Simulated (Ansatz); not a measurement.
Every step of a relaxation of Pb (omega type)

DFT, PBE, PAW with Ansatz's default frozen-core files, scalar-relativistic (Ansatz 0.2.0); a Γ-centred 8×8×11 k mesh, Fermi–Dirac smearing of 0.08 eV, no spin polarisation. The run relaxes cell and atoms at a target pressure of 140 GPa.

Command: `ansatz run input.yaml --threads 1 --pin off --max-ram 3584MiB --backend cpu --events-out ev --progress --plain --runs-dir out` It took 14 s on 1 thread of Intel(R) Xeon(R) 6975P-C (Granite Rapids), with other jobs on the host, peak memory 0.4 GiB.

```yaml
crystal:
  lattice:
    - [4.4957726117, 0.0, 0.0]
    - [-2.2478863059, 3.8934532914, 0.0]
    - [0.0, 0.0, 2.7873790193]
  atoms:
    - { symbol: Pb, position: [0.0, 0.0, 0.0] }
    - { symbol: Pb, position: [0.3333333333, 0.6666666667, 0.5] }
    - { symbol: Pb, position: [0.6666666667, 0.3333333333, 0.5] }
kpoints:
  mp_grid: { grid: [8, 8, 11] }
scf:
  occupations: { method: fermi_dirac, width: 0.08 }
hamiltonian:
  xc: pbe
  pseudopotentials: { kind: paw }
output:
  forces: true
  stress: true
  eigenvalues: true
relax:
  f_tol: 0.005
  max_steps: 40
  cell: { p_target: 140.0, stress_tol: 0.07 }
```

Each step lists its enthalpy F + pV a cell above the last geometry, the pressure, the cell vectors (Å), and Cartesian positions (Å) with forces (eV/Å).

The first step:

```
step 1  dH = 110.12 meV  P = 141.8 GPa
  cell 4.4958 0.0000 0.0000  -2.2479 3.8935 0.0000  0.0000 0.0000 2.7874
  Pb 0.0000 0.0000 0.0000   0.0000 0.0000 0.0000
  Pb 0.0000 2.5956 1.3937   0.0000 0.0000 0.0000
  Pb 2.2479 1.2978 1.3937   0.0000 0.0000 0.0000
```

Spin–orbit coupling is left out, which matters for the heavy atoms.

The symmetry of the start is kept and no stability test is made, so the end need not be the stable phase.

Where does the relaxation end, and by which steps?

After 5 geometries, with conventional a, b, c = 4.577, 4.577, 2.697 Å, at 16.312 Å³/atom (+0.30 % against the start) in space group P6/mmm, with a shortest distance of 2.643 Å. The further steps:
```
step 2  dH = 38.43 meV  P = 137.9 GPa
  cell 4.6268 0.0000 0.0000  -2.3134 4.0069 0.0000  0.0000 0.0000 2.6517
  Pb 0.0000 0.0000 0.0000   0.0000 0.0000 0.0000
  Pb 0.0000 2.6713 1.3258   0.0000 0.0000 0.0000
  Pb 2.3134 1.3356 1.3258   0.0000 0.0000 0.0000
step 3  dH = 2.00 meV  P = 139.9 GPa
  cell 4.5674 0.0000 0.0000  -2.2837 3.9555 0.0000  0.0000 0.0000 2.7093
  Pb 0.0000 0.0000 0.0000   0.0000 0.0000 0.0000
  Pb 0.0000 2.6370 1.3547   0.0000 0.0000 0.0000
  Pb 2.2837 1.3185 1.3547   0.0000 0.0000 0.0000
step 4  dH = 0.01 meV  P = 140.2 GPa
  cell 4.5764 0.0000 0.0000  -2.2882 3.9633 0.0000  0.0000 0.0000 2.6974
  Pb 0.0000 0.0000 0.0000   0.0000 0.0000 0.0000
  Pb 0.0000 2.6422 1.3487   0.0000 0.0000 0.0000
  Pb 2.2882 1.3211 1.3487   0.0000 0.0000 0.0000
step 5  dH = 0.00 meV  P = 140.0 GPa
  cell 4.5774 0.0000 0.0000  -2.2887 3.9642 0.0000  0.0000 0.0000 2.6969
  Pb 0.0000 0.0000 0.0000   0.0000 0.0000 0.0000
  Pb 0.0000 2.6428 1.3484   0.0000 0.0000 0.0000
  Pb 2.2887 1.3214 1.3484   0.0000 0.0000 0.0000
step 6  dH = -0.03 meV  P = 140.0 GPa  (same geometry on a basis chosen anew; earlier energies don't compare to the last digit)
  cell 4.5774 0.0000 0.0000  -2.2887 3.9642 0.0000  0.0000 0.0000 2.6969
  Pb 0.0000 0.0000 0.0000   0.0000 0.0000 0.0000
  Pb 0.0000 2.6428 1.3484   0.0000 0.0000 0.0000
  Pb 2.2887 1.3214 1.3484   0.0000 0.0000 0.0000
```
